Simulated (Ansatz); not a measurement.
P: a vibration from a frozen displacement

Method: DFT PBEsol, scalar-relativistic, plane waves, PAW in Ansatz. Settings: plane waves to 420 eV, k-mesh 8×1×6 (Γ-centred), Gaussian smearing 0.05 eV. No spin polarisation. Energies are free energies at this smearing, counted from the undisturbed cell; pressure is positive in compression.

The starting cell (relaxed at this level; this form isn't the usual structure):

```yaml
crystal:
  lattice:
    - [3.28437, 0.00000, 0.00000]
    - [0.00000, 34.87475, 0.00000]
    - [0.00000, 0.00000, 4.43691]
  atoms:
    - { symbol: P, position: [0.00000, 0.96969, 0.58262] }
    - { symbol: P, position: [0.00000, 0.03031, 0.41738] }
    - { symbol: P, position: [0.50000, 0.03031, 0.08262] }
    - { symbol: P, position: [0.50000, 0.96969, 0.91738] }
```

The cell holds layers and no dispersion correction was added, so their binding is poorly described.

Atom 1 (P) is moved by x along the Cartesian unit vector (-1.000, 0.000, 0.000); the cell and all other atoms stay fixed. The cell's volume is 508.21 Å³; the moved atoms weigh 30.974 u together and the others 92.921 u. Some rows repeat others by symmetry and weren't run.

| x (Å) | ΔE (meV/cell) | total force on the moved atoms along the move (eV/Å) | pressure (GPa) |
| --- | --- | --- | --- |
| -0.2000 | 227.65 | 2.2771 | 0.1669 |
| -0.1750 | 174.28 | 1.9924 | 0.1282 |
| -0.1500 | 128.03 | 1.7076 | 0.0947 |
| -0.1250 | 88.90 | 1.4228 | 0.0663 |
| -0.1000 | 56.89 | 1.1380 | 0.0432 |
| -0.0750 | 32.00 | 0.8534 | 0.0252 |
| -0.0500 | 14.22 | 0.5689 | 0.0124 |
| -0.0250 | 3.56 | 0.2844 | 0.0047 |
| 0.0000 | 0.00 | 0.0000 | 0.0021 |
| 0.0250 | 3.56 | -0.2844 | 0.0047 |
| 0.0500 | 14.22 | -0.5689 | 0.0124 |
| 0.0750 | 32.00 | -0.8534 | 0.0252 |
| 0.1000 | 56.89 | -1.1380 | 0.0432 |
| 0.1250 | 88.90 | -1.4228 | 0.0663 |
| 0.1500 | 128.03 | -1.7076 | 0.0947 |
| 0.1750 | 174.28 | -1.9924 | 0.1282 |
| 0.2000 | 227.65 | -2.2771 | 0.1669 |

Question: What frequency belongs to this motion?

Answer: The force constant is k = −dF/dx = 11.376 eV/Å², from the parabola through x = -0.0250, 0 and 0.0250. In every cell the moved atoms swing against the rest, so the mass is μ = m₁m₂/(m₁ + m₂) = 23.230 u, and ν̃ = 521.5 cm⁻¹ × √(|k|/μ) = 365 cm⁻¹. The pattern needn't be a normal mode: ν̃² is then a weighted mean of the squared nonzero frequencies at the zone centre of this cell, taken without macroscopic field, so it lies between the lowest and the highest of them.

Question: How far does the harmonic law reach?

Answer: At x = -0.200 Å, kx²/2 = 227.52 meV against the computed 227.65 meV (+0.1 %): the well is still close to harmonic there.

Question: The pressure changes with x². What does that say about the frequency under compression?

Answer: With E = k(V)x²/2, k ∝ V^(−2γ) and x scaling with the cell as V^(1/3), P − P0 = −∂E/∂V = (2γ − 2/3) ΔE/V. At x = 0.0500 Å, V(P − P0) = 508.21 × 0.01028 / 160.2 eV = 32.61 meV and ΔE = 14.22 meV, so γ = 1/3 + V(P − P0)/(2ΔE) = 1.48. This is the Grüneisen parameter of the motion under uniform scaling of the cell: shrinking the cell evenly by 1 % in volume raises the frequency by about 1.48 %.

The cell describes a single puckered phosphorene layer separated by vacuum, and the atom moves along its zigzag direction. One in-plane P–P bond shortens as its mirror partner lengthens, so the restoring force probably comes mainly from stretching these covalent bonds; the third bond lies perpendicular to the motion and resists mostly through bending. The mirror plane cancels the odd anharmonic terms, which helps keep the well nearly parabolic although each bond is itself anharmonic. That bond anharmonicity reappears in the positive Grüneisen parameter of 1.48: the displaced layer pushes outwards, and evenly shortened bonds stiffen.

The same symmetry lets this displacement mix only zone-centre modes polarised along the zigzag direction. The value of 365 cm⁻¹ therefore averages softer and stiffer modes of that kind, and any closeness to the familiar out-of-plane Raman line of black phosphorus is accidental. Nor does the Grüneisen parameter predict the shift under hydrostatic pressure in the bulk crystal, where the soft gaps between layers would take up much of the compression.
